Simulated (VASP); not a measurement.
SnSe: relaxation of cell and atoms with PBE+D3(BJ)

SnSe:

```
Sn Se
1.0
    11.49512    0.00000    0.00000
     0.00000    4.17702    0.00000
     0.00000    0.00000    4.37037
Sn Se
4 4
Direct
  0.11835 0.25000 0.08923
  0.38165 0.75000 0.58923
  0.61835 0.25000 0.41077
  0.88165 0.75000 0.91077
  0.35732 0.25000 0.02052
  0.14268 0.75000 0.52052
  0.85732 0.25000 0.47948
  0.64268 0.75000 0.97948
```

```yaml
Program: VASP 6.6.1
Task: relaxation of cell and atoms
Functional: PBE
Dispersion: D3(BJ)
Potentials_or_basis: VASP PAW PBE potentials, release 64 (Sn_d, Se)
Cutoff: 600 eV
k_mesh: 4 × 8 × 8
Occupations: gaussian, width 0.03 eV
Spin: no spin polarisation
Further_INCAR_settings: ALGO = Normal; EDIFF = 1e-07; IBRION = 2; EDIFFG = -0.005; NSW = 90; ISIF = 3
```

```
Relaxed volume                         : 26.24 Å³/atom
Relaxed cell                           : a = 11.486 Å, b = 4.172 Å, c = 4.380 Å, α = 90.00°, β = 90.00°, γ = 90.00°
Space group after relaxing (to 0.05 Å) : Pnma (No. 62)
Energy gained by relaxing              : 0.0 meV/atom
Ionic steps                            : 20
Pressure after relaxing                : 0.0 GPa
Largest force after relaxing           : 0.004 eV/Å
Band gap on the k mesh                 : 0.54 eV, indirect (least direct gap 0.82 eV)
Dispersion energy per atom             : -0.369 eV
```

Forces in eV/Å, atoms in the order of the input:
```
Sn   0.003  0.000  0.001
Sn  -0.003  0.000  0.001
Sn   0.003  0.000 -0.001
Sn  -0.003  0.000 -0.001
Se   0.002  0.000  0.002
Se  -0.002  0.000  0.002
Se   0.002  0.000 -0.002
Se  -0.002  0.000 -0.002
```

Step by step:
| step | energy change (eV) | largest force (eV/Å) | pressure (GPa) | volume (Å³) |
| --- | --- | --- | --- | --- |
| 1 | 0.0000 | 0.0091 | -0.01 | 209.84 |
| 2 | 0.0000 | 0.0076 | 0.00 | 209.78 |
| 3 | 0.0000 | 0.0065 | 0.02 | 209.72 |
| 4 | 0.0000 | 0.0060 | 0.01 | 209.73 |
| 5 | -0.0001 | 0.0061 | -0.01 | 209.77 |
| 6 | -0.0001 | 0.0136 | -0.04 | 209.84 |
| 7 | -0.0001 | 0.0103 | -0.03 | 209.81 |
| 8 | -0.0001 | 0.0103 | -0.03 | 209.80 |
| 9 | -0.0001 | 0.0104 | -0.02 | 209.76 |
| 10 | -0.0002 | 0.0107 | -0.01 | 209.69 |
| 11 | -0.0002 | 0.0113 | 0.02 | 209.54 |
| 12 | -0.0002 | 0.0111 | 0.01 | 209.62 |
| 13 | -0.0002 | 0.0101 | 0.02 | 209.62 |
| 14 | -0.0003 | 0.0082 | 0.02 | 209.65 |
| 15 | -0.0003 | 0.0051 | 0.03 | 209.69 |
| 16 | -0.0003 | 0.0050 | 0.03 | 209.71 |
| 17 | -0.0003 | 0.0081 | -0.03 | 209.99 |
| 18 | -0.0003 | 0.0065 | -0.01 | 209.87 |
| 19 | -0.0003 | 0.0067 | -0.01 | 209.88 |
| 20 | -0.0004 | 0.0036 | -0.01 | 209.89 |

Final structure:
```
CELL_PARAMETERS angstrom
11.48649 0.00000 0.00000
0.00000 4.17221 0.00000
0.00000 0.00000 4.37968
ATOMIC_POSITIONS crystal
Sn 0.11763 0.25000 0.09317
Sn 0.38237 0.75000 0.59317
Sn 0.61763 0.25000 0.40683
Sn 0.88237 0.75000 0.90683
Se 0.35703 0.25000 0.02202
Se 0.14297 0.75000 0.52202
Se 0.85703 0.25000 0.47798
Se 0.64297 0.75000 0.97798
```

Levels at points of the mesh, in eV from the valence-band top:
```tsv
k point	band 36	band 37	band 38	band 39	band 40	band 41	band 42	band 43	band 44	band 45
(0.00, 0.00, 0.00)	-1.87	-1.62	-1.31	-0.72	-0.58	0.54	2.97	3.14	3.16	3.35
(0.50, 0.00, 0.00)	-2.17	-1.92	-1.92	-0.59	-0.59	2.56	2.56	2.78	2.78	3.77
(0.00, 0.50, 0.00)	-1.66	-1.00	-1.00	-0.66	-0.66	0.94	0.94	1.39	1.39	1.66
(0.50, 0.50, 0.00)	-2.07	-0.92	-0.92	-0.92	-0.92	1.42	1.42	1.42	1.42	2.07
(0.00, 0.00, 0.50)	-1.42	-0.78	-0.78	-0.26	-0.26	1.22	1.22	1.44	1.44	1.61
(0.50, 0.00, 0.50)	-1.74	-0.46	-0.46	-0.23	-0.23	1.15	1.15	1.49	1.49	1.62
(0.00, 0.50, 0.50)	-3.25	-2.35	-2.35	-1.53	-1.53	2.60	2.60	3.01	3.01	4.65
(0.50, 0.50, 0.50)	-3.86	-1.60	-1.60	-1.60	-1.60	2.40	2.40	2.40	2.40	4.88
```

Wall time 22 min on 4 MPI ranks on Intel(R) Xeon(R) 6975P-C (Granite Rapids), on a shared host, peak memory 0.89 GiB a rank.

Caveat: spin-orbit coupling is left out, which moves the levels of the heavy elements. A k mesh can miss the band edges.
